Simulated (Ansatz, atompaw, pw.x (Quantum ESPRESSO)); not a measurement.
## Ge: one change to the PAW (atompaw) potential, in the atom and in the bcc crystal

```json
{"Element": "Ge (Z = 32)", "Generator": "atompaw 4.2.0.5", "Type": "PAW", "Functional": "PBE", "Relativity": "scalar-relativistic", "Frozen core": "[Ar] 3d10", "Valence charge": "4", "Reference configuration": "4s2 4p2", "Partial waves": "4s (bound): rc 1.65 bohr; 4s channel at 2.95 Ry: rc 2.35 bohr; 4p (bound): rc 2.35 bohr; 4p channel at 3.95 Ry: rc 2.35 bohr; 4d channel at 0.35 Ry: rc 2.35 bohr", "Local potential": "bessel scheme, radius 1.65 bohr", "Core correction": "smooth core density matched at 1.20 bohr", "Augmentation charge": "gaussian compensation charge, radius 1.90 bohr; PAW radius 2.35 bohr; waves and projectors: custom rrkj gramschmidtortho"}
```

Change: all radii scaled by about 1.26 (s 2.08, p 2.96, d 2.96 bohr); local potential bessel scheme, radius 2.08 bohr; augmentation gaussian compensation charge, radius 2.40 bohr; PAW radius 2.96 bohr; waves and projectors: custom rrkj gramschmidtortho; core correction smooth core density matched at 1.52 bohr.

Cutoffs, loose and tight: the cutoffs (Ry, on a coarse ladder) from which the occupation-weighted sum of valence levels, in a spherical-Bessel basis at the reference potential, stays within 10 and 1 mRy of its value at 400 Ry. They see the waves and projectors alone, not the compensation charge or the core.

Crystal test: bcc Ge in pw.x 7.5, no spin, 14³ k-points, Fermi–Dirac smearing 0.01 Ry, cutoffs set for each file from its atomic test. The reference is all-electron LAPW (Ansatz 0.2.0) with the same functional, mesh and smearing; V0 and B0 come from Birch–Murnaghan fits to the pressures at five volumes. Errors are pseudo minus all-electron; Δ is the rms difference of the E(V) curves that follow from these fits, minima aligned, over ±6 % about the mean V0. Mesh and smearing are coarse, so the numbers serve the comparison and aren't converged zero-temperature values; the lattice is a test structure that the element need not adopt.

All-electron: a0 = 3.377 Å (V0 = 19.26 Å³/atom), B0 = 64.5 GPa.

Task: Does the change bring the crystal closer to the all-electron result?

Result: The mean pressure error goes from -0.61 to -1.18 GPa, so the change moves the solid further from the all-electron pressures.

| quantity | base | changed |
| --- | --- | --- |
| outcome (atom) | generated | generated |
| cutoff, loose (atom) | 12 Ry | 6 Ry |
| cutoff, tight (atom) | 18 Ry | 8 Ry |
| bound ghosts (atom) | none | none |
| cutoffs in pw.x (Ry) | 40/400 | 40/400 |
| a0 (Å) | 3.367 | 3.357 |
| a0 error (%) | -0.32 | -0.61 |
| B0 error (%) | +2.1 | +5.6 |
| Δ (meV/atom) | 2.6 | 5.0 |
| mean pressure error (GPa) | -0.61 | -1.18 |

Changed file: The largest radius (2.96 bohr) exceeds half the bond length (2.77 bohr), so the spheres overlap, which is one possible source of error among others. This is a poor potential for the solid. The atomic cutoffs weigh occupied waves only.
